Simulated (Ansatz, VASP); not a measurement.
**SiC: VASP beside Ansatz**

The input INCAR:

```
SYSTEM = SiC
  PREC = Accurate
  ENCUT = 520
  EDIFF = 1E-6
  ISMEAR = -1
  SIGMA = 0.02
  LREAL = .False.
  LASPH = .True.
  NELM = 100
  ALGO = Normal
  ISIF = 2
  LWAVE = .False.
  LCHARG = .True.
  GGA = PE
  LELF = .True.
  LVHAR = .True.
  NBANDS = 16
```

KPOINTS

```
regular mesh
0
Gamma
  9 9 4
  0 0 0
```

File POSCAR:

```
SiC
1.0
    3.1002551151      0.0000000000      0.0000000000
   -1.5501275575      2.6848996879      0.0000000000
    0.0000000000      0.0000000000      4.7707236429
Si C
2 2
Direct
    0.3333333333      0.6666666667      0.2500000000
    0.6666666667      0.3333333333      0.7500000000
    0.6666666667      0.3333333333      0.2500000000
    0.3333333333      0.6666666667      0.7500000000
```

Input for Ansatz:

```yaml
crystal:
  lattice:
    - [3.1002551151, 0.0, 0.0]
    - [-1.5501275575, 2.6848996879, 0.0]
    - [0.0, 0.0, 4.7707236429]
  atoms:
    - { symbol: Si, position: [0.3333333333, 0.6666666667, 0.25] }
    - { symbol: Si, position: [0.6666666667, 0.3333333333, 0.75] }
    - { symbol: C, position: [0.6666666667, 0.3333333333, 0.25] }
    - { symbol: C, position: [0.3333333333, 0.6666666667, 0.75] }
kpoints:
  mp_grid: { grid: [9, 9, 4] }
hamiltonian:
  xc: pbe
scf:
  occupations: { method: fermi_dirac, width: 0.02 }
  n_extra_bands: 5
output:
  forces: true
  stress: true
  eigenvalues: true
```

Alike in both runs: task single point; functional PBE; k mesh 9 × 9 × 4; occupations fermi-dirac, width 0.02 eV; no spin polarisation.

|  | VASP | Ansatz |
| --- | --- | --- |
| version | VASP 6.6.1 | Ansatz 0.2.0 |
| potentials or method | VASP PAW PBE potentials, release 64 (Si, C) | plane waves, PAW |
| plane-wave cutoff (eV) | 520 | 420 |
| valence electrons in the cell | 16 | 16 |

|  | VASP | Ansatz | Ansatz less VASP |
| --- | --- | --- | --- |
| pressure (GPa) | 14.7 | 14.9 | +0.13 |
| largest component of the traceless stress (GPa) | 9.40 | 9.55 | +0.150 |
